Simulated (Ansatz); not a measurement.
**How far is this LiF from the hull?**

The calculation used DFT PBE, scalar-relativistic, plane waves, PAW in Ansatz. Settings: cutoff 420 eV, Γ-centred meshes spaced at most about 0.3 Å⁻¹ (2π included), Gaussian smearing. No spin polarisation.

Energies over the elements count from the elements' standard structures at the same level (F₂ as a molecule), with no fitted energy shifts.

All energies are static (0 K, no zero-point motion).

The competitors are the elements and 1 reference phase of this chemical system (from databases or known types: LiF), relaxed at the same level; other known phases may be missing.

The candidate was reached from: 3-connected net, two elements alternating.

```cif
data_structure
_symmetry_space_group_name_H-M 'P4_132'
_symmetry_Int_Tables_number 213
_cell_length_a 5.0992
_cell_length_b 5.0992
_cell_length_c 5.0992
_cell_angle_alpha 90.000
_cell_angle_beta 90.000
_cell_angle_gamma 90.000
_cell_volume 132.59
loop_
_atom_site_label
_atom_site_type_symbol
_atom_site_symmetry_multiplicity
_atom_site_Wyckoff_symbol
_atom_site_fract_x
_atom_site_fract_y
_atom_site_fract_z
_atom_site_occupancy
Li1 Li 4 b 0.87500 0.87500 0.87500 1
F1 F 4 a 0.37500 0.37500 0.37500 1
```

Task: Is it stable, and against what?

Result: Not the lowest form: another structure of the same formula lies lower. Its formation energy is -2.819 eV/atom. The lowest competing phase at this composition is this:

```tsv
phase	space group	source	share of atoms	ΔE_f (eV/atom)
LiF	P6_3mc (No. 186)	Materials Project	1.0000	-2.953
```

The candidate lies 134 meV/atom above this phase. The candidate matches no cell in the subsets of the Crystallography Open Database and the Materials Project at hand. It is metastable at best. Whether it is a true minimum wasn't tested by phonons. The Crystallography Open Database lists this formula in another space group (No. 225).
